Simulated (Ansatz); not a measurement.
## Eu (dhcp)

Computed with Ansatz (plane waves, PAW, 420 eV cutoff): PBE, scalar-relativistic, collinear spin, Γ-centred 12×12×4 mesh, 0.05 eV Gaussian smearing; PAW files: Ansatz's generated set soft_2.

```yaml
crystal:
  lattice:
    - [3.89294, 0.00000, 0.00000]
    - [-1.94647, 3.37138, 0.00000]
    - [0.00000, 0.00000, 12.65916]
  atoms:
    - { symbol: Eu, position: [0.00000, 0.00000, 0.00000] }
    - { symbol: Eu, position: [0.00000, 0.00000, 0.50000] }
    - { symbol: Eu, position: [0.33333, 0.66667, 0.25000] }
    - { symbol: Eu, position: [0.66667, 0.33333, 0.75000] }
```

At room temperature and ambient pressure Eu is bcc.

The geometry is fixed. Moments are started on Eu in several ways. Signs follow the order of those atoms.

The starts:
- ferromagnetic
- no spin polarisation
- antiferromagnetic in the cell, signs ++--
- antiferromagnetic in the cell, signs +-+-
- ferrimagnetic in the cell, signs +++-

Question: Which start ends lowest?

Answer: Lowest: ferromagnetic.

```csv
start,largest typed moment (μB),ΔE (meV/atom),gap on the mesh (eV),P (GPa),final spin moments (μB)
ferromagnetic,7.91*,0.0,metal,0.0,"Eu 7.20, 7.19"
no spin polarisation,0.00,7304.0,metal,-3.8,none
"antiferromagnetic in the cell, signs ++--",7.00,40.5,metal,0.4,"Eu 7.07, -7.00"
"antiferromagnetic in the cell, signs +-+-",7.00,8.7,metal,0.1,"Eu 7.15, -7.15, 7.14, -7.14"
"ferrimagnetic in the cell, signs +++-",7.00,14.2,metal,0.1,"Eu 7.11, 7.21, -7.06"
```

A star marks runs that didn't start from the typed moments alone: the program put its own moment for the open shell in their place.

These starts ended with a net moment, so they aren't compensated antiferromagnets: antiferromagnetic in the cell, signs ++--.

The program noted a lower state or an instability beside: antiferromagnetic in the cell, signs ++--; antiferromagnetic in the cell, signs +-+-; ferrimagnetic in the cell, signs +++-. The lower rows of the table may be what it saw.

The atoms aren't at rest in: antiferromagnetic in the cell, signs +-+- (forces up to 0.11 eV/Å); ferrimagnetic in the cell, signs +++- (forces up to 0.13 eV/Å), so relaxing would lower these rows.

The cell was relaxed in the state of the first row, and its shape doesn't suit: antiferromagnetic in the cell, signs ++-- (uneven stress of 1.0 GPa).

The row without spin polarisation prices the pairing of the open shell's electrons, not a magnetic ordering energy.

Only orders that fit these small cells were tried, so the real crystal's order may be another.

Without a U the 4f levels of Eu lie too near the Fermi level, so their share of the states there, and what hangs on it, is overstated. These numbers lack spin–orbit coupling. Site moments are of spin, integrated over atomic spheres.

The open shells may stand above their lowest state.
